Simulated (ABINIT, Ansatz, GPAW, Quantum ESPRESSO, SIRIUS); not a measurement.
One calculation of Ge, 5 ways

```xyz
1
Lattice="1.3670 -2.6325 0.0133 1.3601 2.6288 0.0078 0.0204 -0.0029 2.7332" Properties=species:S:1:pos:R:3 pbc="T T T"
Ge    1.4077   -0.0092   -0.0083
```

This isn't the form of Ge at room conditions, which is diamond.

The given cell was strained at random by a few per cent at fixed volume.

Alike in all runs: task single point; functional PBEsol; k mesh 11 × 11 × 10; occupations fermi-dirac, width 0.05 eV; no spin polarisation; no spin-orbit coupling. Pressure is positive in compression and, in plane waves, holds the error of the finite cutoff.

```tsv
program and potentials	plane-wave cutoff (eV)	notes	pressure (GPa)	energy over the undisturbed cell (meV/atom)
Ansatz, all-electron LAPW, scalar-relativistic	-	-	?	-
Quantum ESPRESSO, GBRV 1.5 PBEsol	612	14 valence electrons an atom on average	-3.86	12.65
GPAW, PAW data sets generated for this functional	600	4 valence electrons an atom on average	-3.83	12.75
ABINIT, PseudoDojo NC SR PBEsol v0.4.1 standard	1061	14 valence electrons an atom on average	-3.63	12.69
SIRIUS, PseudoDojo 0.4.1 PBEsol standard (scalar relativistic)	1078	14 valence electrons an atom on average	-3.61	12.69
```

Estimate from the other rows what the run with Ansatz, all-electron LAPW, scalar-relativistic gave.

Pressure -3.62 GPa. The other rows, which needn't bracket it: pressure -3.86 to -3.61; energy over the undisturbed cell 12.65 to 12.75.
